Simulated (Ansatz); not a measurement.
Theory: DFT PBE, scalar-relativistic, plane waves, PAW in Ansatz 0.2.0. Settings: cutoff 420 eV, Γ-centred meshes spaced at most about 0.3 Å⁻¹, and about 0.25 Å⁻¹ or finer for metals (2π included), Gaussian smearing. No spin polarisation.

Temperature and zero-point effects are left out.

Compare these two cells of Li₃H₂, each relaxed at this level.

1.

```
Li H
1.0
     1.41418    0.81648    7.33515
    -1.41418    0.81648    7.33515
     0.00000   -1.63295    7.33515
Li H
3 2
Direct
  0.00000 0.00000 0.00000
  0.22683 0.22683 0.22683
  0.77317 0.77317 0.77317
  0.38743 0.38743 0.38743
  0.61257 0.61257 0.61257
```

2.

```
Li H
1.0
    -1.39872    2.11973    4.29727
     1.39872   -2.11973    4.29727
     1.39872    2.11973   -4.29727
Li H
3 2
Direct
  0.31692 0.81692 0.50000
  0.68308 0.18308 0.50000
  0.00000 0.50000 0.50000
  0.16670 0.16670 0.00000
  0.83330 0.83330 0.00000
```

Question: Which would you expect to be lower, and how large is the difference?

Answer: Cell 1 is lower, by 21 meV/atom. Cell 1 has the anti-tetradymite type, space group R-3m (No. 166), 10.2 Å³/atom and no gap on its mesh; cell 2 has space group Immm (No. 71), 10.2 Å³/atom and no gap. Counting H atoms around Li (those within 1.25 times the shortest such distance or 1.15 times the sum of covalent radii; a plus sign parts nearer from farther groups; a slash parts the counts of unlike sites), cell 1 has Li 3/6 and cell 2 has Li 2+2/4. In cell 1, Li on a site of symmetry -3m has 6 H at 2.02 Å; Li on a site of symmetry 3m is surrounded by 3 H at 2.00 Å; H is surrounded by 6 Li at 2.00–2.02 Å. In cell 2, Li on a site of symmetry mm2 has 2 H at 1.90 Å and 2 H at 2.12 Å; Li on a site of symmetry mmm has 4 H at 2.00 Å; H is surrounded by 4 Li at 1.90–2.00 Å and 2 Li at 2.12 Å. Both come from invented guesses.

For metals, differences of a few meV/atom aren't resolved. With hydrogen, zero-point motion can shift such differences by 10 meV/atom or more. Cells relaxed within their symmetry can be saddle points.
